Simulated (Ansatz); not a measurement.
**Li2S: reading a single point**

```
S Li
1.0
     0.00000    2.87910    2.87910
     2.87910    0.00000    2.87910
     2.87910    2.87910    0.00000
S Li
1 2
Direct
  0.00000 0.00000 0.00000
  0.25000 0.25000 0.25000
  0.75000 0.75000 0.75000
```

Method: r2SCAN, no spin polarisation; PAW, plane waves to 500 eV, 8×8×8 Γ-centred mesh, methfessel-paxton occupations (width 0.0236 eV) (Ansatz 0.2.0), atoms fixed.

- Formation energy: -1.51 eV an atom against the elements' usual phases (free molecules for gases, crystals otherwise, with no correction for O₂ or N₂), so it is bound against them; other compounds may still compete. Relaxing would lower it.
- Charges: Bader charges in e: Li +0.88, S -1.76. In the mean Li gives up most and S takes most.
- Electronic structure: The gap is 3.89 eV, indirect (the least direct gap found is 4.77 eV).
- Stress: The pressure is -1.4 GPa (compression positive), so with the atoms held at these fractions the cell would first shrink.

Origin: a database entry at a rescaled volume.
